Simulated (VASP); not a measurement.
A run of VASP 6.6.1 is set up as follows.

INCAR

```
ALGO = Normal
EDIFF = 1E-7
ENCUT = 520
GGA = PS
ISIF = 2
ISMEAR = 0
LASPH = True
LCHARG = True
LELF = True
LREAL = False
LVHAR = True
LWAVE = False
NBANDS = 16
NELM = 100
PREC = Accurate
SIGMA = 0.05
```

File KPOINTS:

```
k-points
0
Gamma
  9 9 6
```

File POSCAR:

```
MgO
1.0
    3.3077869865      0.0000000000      0.0000000000
   -1.6538934933      2.8646275606      0.0000000000
    0.0000000000      0.0000000000      4.9828816700
Mg O
2 2
Direct
    0.3333333333      0.6666666667      0.0021597400
    0.6666666667      0.3333333333      0.5021597400
    0.3333333333      0.6666666667      0.4024402600
    0.6666666667      0.3333333333      0.9024402600
```

Potentials or basis: VASP PAW PBE potentials, release 64 (Mg, O).

Run with:

```sh
$ cat potpaw_PBE.64/Mg/POTCAR potpaw_PBE.64/O/POTCAR > POTCAR
$ mpirun -np 1 vasp_std > vasp.out
```

What does it give for the pressure?

0.1 GPa.

Predict the largest force.

0.009 eV/Å.

Forces in eV/Å, atoms in the order of the input:
```
Mg   0.000  0.000  0.009
Mg   0.000  0.000  0.009
O    0.000  0.000 -0.009
O    0.000  0.000 -0.009
```

Caveat: the PAW data sets were made with another functional, which shifts forces and pressure a little.
